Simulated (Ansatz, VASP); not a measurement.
Given: the input of a run of VASP 6.6.1 on Sb.

INCAR

```
AGGAC = 1.0
AGGAX = 1.0
ALDAC = 0.0
ALDAX = 1.0
ALGO = Normal
EDIFF = 1E-6
EDIFFG = -0.01
ENCUT = 600
GGA = B5
IBRION = 2
ISIF = 3
ISMEAR = -1
IVDW = 13
LASPH = True
LCHARG = False
LREAL = False
LWAVE = False
NELM = 60
NSW = 60
PREC = Accurate
SIGMA = 0.05
VDW_A1 = 0.44488865
VDW_A2 = 4.0933009
VDW_S6 = 1.0
VDW_S8 = 2.34076671
```

File KPOINTS:

```
k-points
0
Gamma
  9 9 5
```

POSCAR

```
Sb
1.0
    3.3545324186      0.0000000000      0.0000000000
   -1.6772662093      2.9051102923      0.0000000000
    0.0000000000      0.0000000000      5.4701606500
Sb
2
Direct
    0.6666666667      0.3333333333      0.7500000000
    0.3333333333      0.6666666667      0.2500000000
```

Potentials or basis: VASP PAW PBE potentials, release 64 (Sb).

Command:

```bash
$ cat potpaw_PBE.64/Sb/POTCAR > POTCAR
$ mpirun -np 1 vasp_std > vasp.out
```

Problem. Set up the same calculation for Ansatz 0.2.0. Potentials there: Ansatz PAW.

Solution. As run (the cutoff follows the program's own potentials):

The input input.yaml:

```yaml
crystal:
  lattice:
    - [3.3545324186, 0.0, 0.0]
    - [-1.6772662093, 2.9051102923, 0.0]
    - [0.0, 0.0, 5.47016065]
  atoms:
    - { symbol: Sb, position: [0.6666666667, 0.3333333333, 0.75] }
    - { symbol: Sb, position: [0.3333333333, 0.6666666667, 0.25] }
hamiltonian:
  xc: blyp
  pseudopotentials: { kind: paw }
  dispersion: d4
kpoints:
  mp_grid: { grid: [9, 9, 5] }
scf:
  occupations: { method: fermi_dirac, width: 0.05 }
output:
  forces: true
  stress: true
  eigenvalues: true
relax:
  f_tol: 0.01
  max_steps: 40
  cell: { stress_tol: 0.05 }
```

Potentials or basis: Ansatz PAW.

Command:

```bash
$ ansatz run input.yaml --threads 2 --pin off --max-ram 5632MiB --backend cpu --events-out ev --progress --plain --runs-dir out
```

Both were run:

|  | VASP | Ansatz | Ansatz less VASP |
| --- | --- | --- | --- |
| gap on the k mesh at the Fermi level, each at its own relaxed structure (eV) | none | none | - |
| relaxed volume (Å³/atom) | 27.42 | 27.33 | -0.086 |
| relaxed cell length with the largest relative difference (Å) | 5.181 | 5.173 | -0.0076 |
| energy change over the relaxation (meV/atom) | -7 | -6 | +0.8 |

A gap of «none» marks a metal or a gap that the smearing closes. The two sets of potentials don't hold the same shells in valence.

Caveats: pairwise dispersion overbinds metals, which lowers pressure and volume; the PAW data sets were made with another functional, which shifts forces and pressure a little (VASP); the plane-wave basis is chosen anew once the cell has moved, so the energies of steps on either side of that aren't comparable (Ansatz); the PAW data sets come from PBE, with cores solved anew for the run's functional, which leaves a small shift of forces and pressure (Ansatz). Spin-orbit coupling is left out, which matters for the levels of Sb.
